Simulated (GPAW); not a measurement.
**CdTe: single point with PBE0**

Crystal: CdTe.

```
Te Cd
1.0
     0.00000    3.20500    3.20500
     3.20500    0.00000    3.20500
     3.20500    3.20500    0.00000
Te Cd
1 1
Cartesian
  1.6025 1.6025 1.6025
  0.0000 0.0000 0.0000
```

```json
{
  "Program": "GPAW 26.7.0",
  "Task": "single point",
  "Functional": "PBE0",
  "Potentials or basis": "GPAW PAW data sets (gpaw-data 1.2.1)",
  "Cutoff": "500 eV",
  "Basis": "pw",
  "k mesh": "3 × 3 × 3",
  "Occupations": "fermi-dirac, width 0.05 eV",
  "Spin": "no spin polarisation",
  "Ranks": "4",
  "Maxiter": "60"
}
```

* Band gap on the k mesh: 2.47 eV, direct

Levels at points of the mesh, in eV from the valence-band top:
| k point | band 7 | band 8 | band 9 | band 10 |
| --- | --- | --- | --- | --- |
| (0.00, 0.00, 0.00) | 0.00 | 0.00 | 0.00 | 2.47 |

It took 3.4 min on 4 MPI ranks on Arm Neoverse V1 (shared host), peak memory 0.19 GiB a rank.

Caveat: the k mesh is coarse (spacing up to 0.57 Å⁻¹), so the values aren't converged, least of all with exact exchange; exact exchange converges slowly with the k mesh, and this mesh is small; spin-orbit coupling is left out, which moves the levels of the heavy elements.
